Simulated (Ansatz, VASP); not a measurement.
**KCl: VASP beside Ansatz**

The input INCAR:

```
SYSTEM = KCl
PREC = Accurate
ENCUT = 520
EDIFF = 1E-6
ISMEAR = -1
SIGMA = 0.03
LREAL = .False.
LASPH = .True.
NELM = 100
ALGO = Normal
ISIF = 2
LWAVE = .False.
LCHARG = .False.
GGA = PE
NBANDS = 15
```

The input KPOINTS:

```
Automatic mesh
0
Gamma
  7 7 7
  0 0 0
```

File POSCAR:

```
KCl
1.0
    0.0946830000      3.2034415000      3.2034415000
    3.2034415000      0.0946830000      3.2034415000
    3.2034415000      3.2034415000      0.0946830000
K Cl
1 1
Direct
    0.0000000000      0.0000000000      0.0000000000
    0.5000000000      0.5000000000      0.5000000000
```

Input for Ansatz:

```yaml
crystal:
  lattice:
    - [0.094683, 3.2034415, 3.2034415]
    - [3.2034415, 0.094683, 3.2034415]
    - [3.2034415, 3.2034415, 0.094683]
  atoms:
    - { symbol: K, position: [0.0, 0.0, 0.0] }
    - { symbol: Cl, position: [0.5, 0.5, 0.5] }
kpoints:
  mp_grid: { grid: [7, 7, 7] }
  band_path:
    path:
      - [0.0, 0.0, 0.0]
      - [0.5, 0.5, 0.5]
      - [0.2428775097, 0.5, 0.7571224903]
      - [-0.2428775097, 0.2428775097, 0.5]
      - [0.0, 0.0, 0.5]
      - [0.0, 0.0, 0.0]
      - [-0.3714387548, 0.0, 0.3714387548]
      - [0.0, 0.3714387548, 0.6285612452]
      - [0.0, 0.5, 0.5]
    npoints: 5
scf:
  occupations: { method: fermi_dirac, width: 0.03 }
hamiltonian:
  xc: pbe
  pseudopotentials: { kind: all_electron, lapw: { basis_error: 0.001 } }
output:
  forces: true
  stress: true
  eigenvalues: true
```

Change from the starting cell: equal xy, yz and zx shear strains of +3 %.

Alike in both runs: task single point; functional PBE; k mesh 7 × 7 × 7; occupations fermi-dirac, width 0.03 eV; no spin polarisation.

```csv
,VASP,Ansatz
version,VASP 6.6.1,Ansatz 0.2.0
potentials or method,"VASP PAW PBE potentials, release 64 (K_sv, Cl)","all-electron LAPW, scalar-relativistic"
plane-wave cutoff (eV),520,see its input
```

|  | VASP | Ansatz | Ansatz less VASP |
| --- | --- | --- | --- |
| gap on the k mesh at the Fermi level (eV) | 5.12 | 5.12 | +0.002 |
| pressure (GPa) | 0.6 | 0.6 | -0.02 |
| largest component of the traceless stress (GPa) | 0.21 | 0.21 | +0.002 |

Ansatz ran all-electron here, so the differences hold the error of VASP's frozen core and of both bases.

Caveats: an odd mesh through Γ misses points on the zone boundary, where band edges often lie.
